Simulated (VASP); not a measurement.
Here is a VASP 6.6.1 calculation.

File INCAR:

```
PREC     = Accurate       # precision mode
ENCUT    = 600            # plane-wave cutoff, eV
EDIFF    = 1E-7           # SCF threshold, eV
ISMEAR   = 0              # smearing method
SIGMA    = 0.03           # smearing width, eV
LREAL    = F              # projectors in reciprocal space
LASPH    = T              # aspherical terms in the spheres
NELM     = 80             # most SCF steps
ALGO     = Normal         # electronic algorithm
ISIF     = 2              # what is computed and relaxed
LWAVE    = F              # write WAVECAR
LCHARG   = F              # write CHGCAR
METAGGA  = R2SCAN         # meta-GGA
LMIXTAU  = T            
IBRION   = 2              # ionic algorithm
NSW      = 40             # ionic steps
EDIFFG   = -0.01          # ionic threshold
```

File KPOINTS:

```
regular mesh
0
Gamma
  8 8 8
```

File POSCAR:

```
PbS                                     
1.0
    0.0000000000      3.0074958156      3.0074958156
    3.0074958156      0.0000000000      3.0074958156
    3.0074958156      3.0074958156      0.0000000000
  Pb              S             
     1     1
Direct
     0.0000000000000000    0.0000000000000000    0.0000000000000000
     0.5000000000000000    0.5000000000000000    0.5000000000000000
```

Potentials or basis: VASP PAW PBE potentials, release 64 (Pb_d, S).

Run with:

```console
$ cat potpaw_PBE.64/Pb_d/POTCAR potpaw_PBE.64/S/POTCAR > POTCAR
$ mpirun -np 1 vasp_std > vasp.out
```

Q: Predict the band gap on the k mesh.

A: 0.77 eV, direct.

Final structure:
```cif
data_structure
_symmetry_space_group_name_H-M 'P 1'
_symmetry_Int_Tables_number 1
_cell_length_a 4.2532
_cell_length_b 4.2532
_cell_length_c 4.2532
_cell_angle_alpha 60.000
_cell_angle_beta 60.000
_cell_angle_gamma 60.000
_cell_volume 54.41
loop_
_atom_site_label
_atom_site_type_symbol
_atom_site_fract_x
_atom_site_fract_y
_atom_site_fract_z
_atom_site_occupancy
Pb1 Pb 0.00000 0.00000 0.00000 1
S1 S 0.50000 0.50000 0.50000 1
```

Caveat: the relaxation stopped at its first step, so nothing moved; spin-orbit coupling is left out, which as a rule narrows the gap of such compounds by several tenths of an eV. A k mesh can miss the band edges.
